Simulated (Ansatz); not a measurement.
# Al2GaAs3: the cell at several levels of theory

How does the equilibrium cell of an ordered 6-atom cell of Al2GaAs3 on the zincblende lattice (P3m1) depend on the functional? It is relaxed with PBE and r2SCAN. This is a trial cell built on a prototype, not taken from a measured structure, and it needn't be the compound's ground state.

Program: Ansatz 0.2.0. PAW datasets, plane waves, zero pressure. The structure was generated, not taken from experiment, and needn't be the ground state; spin polarisation is off.

**1. The structure to begin with**

This is the cell as the run starts from it, not yet at rest; its lengths are not the crystal's.

It is trigonal, P3m1 (No. 156); a = 3.851 Å, c = 9.432 Å in the conventional setting, 20.19 Å³ an atom. Al has 4 As at 2.36 Å; Ga has 4 As at 2.36 Å; As has 4 Al at 2.36 Å; As has 3 Al at 2.36 Å and 1 Ga at 2.36 Å.

Structure file:

```cif
data_structure
_symmetry_space_group_name_H-M 'P3m1'
_symmetry_Int_Tables_number 156
_cell_length_a 3.8507
_cell_length_b 3.8507
_cell_length_c 9.4321
_cell_angle_alpha 90.000
_cell_angle_beta 90.000
_cell_angle_gamma 120.000
_cell_volume 121.12
loop_
_atom_site_label
_atom_site_type_symbol
_atom_site_symmetry_multiplicity
_atom_site_Wyckoff_symbol
_atom_site_fract_x
_atom_site_fract_y
_atom_site_fract_z
_atom_site_occupancy
Al1 Al 1 a 0.00000 0.00000 0.00000 1
Al2 Al 1 c 0.66667 0.33333 0.66667 1
Ga1 Ga 1 b 0.33333 0.66667 0.33333 1
As1 As 1 c 0.66667 0.33333 0.91667 1
As2 As 1 b 0.33333 0.66667 0.58333 1
As3 As 1 a 0.00000 0.00000 0.25000 1
```

**2. Relaxing with PBE**

input.yaml

```yaml
crystal:
  lattice:
    - [3.8506523088, 0.0, 0.0]
    - [-1.9253261544, 3.3347627205, 0.0]
    - [0.0, 0.0, 9.4321333333]
  atoms:
    - { symbol: Al, position: [0.0, 0.0, 0.0] }
    - { symbol: Al, position: [0.6666666667, 0.3333333333, 0.6666666667] }
    - { symbol: Ga, position: [0.3333333333, 0.6666666667, 0.3333333333] }
    - { symbol: As, position: [0.6666666667, 0.3333333333, 0.9166666667] }
    - { symbol: As, position: [0.3333333333, 0.6666666667, 0.5833333333] }
    - { symbol: As, position: [0.0, 0.0, 0.25] }
kpoints:
  mp_grid: { grid: [12, 12, 4] }
hamiltonian:
  xc: pbe
scf:
  occupations: { method: fermi_dirac, width: 0.02 }
relax:
  f_tol: 0.005
  cell: {}
```

Command:

```bash
ansatz run input.yaml --threads 4 --pin off --max-ram 6451MiB --backend cpu --events-out ev --progress --plain --runs-dir out
```

After this run come: Relaxing with r2SCAN.

Before running it: what results should come out? Wanted: for each run, a; c; volume; space group; SCF geometries.

The runs gave:

| level | a (Å) | c (Å) | volume (Å³/atom) | space group | SCF geometries |
| --- | --- | --- | --- | --- | --- |
| PBE | 4.055 | 9.931 | 23.570 | P3m1 | 8 |
| r2SCAN | 4.014 | 9.820 | 22.841 | P3m1 | 5 |

In words: From the start to the first minimum the volume moved by +16.8 %. r2SCAN gives the smallest cell and PBE the largest; they differ by 3.2 % in volume, a mean of 1.1 % in length. The meshes differ: PBE 12×12×4, r2SCAN 6×6×2.
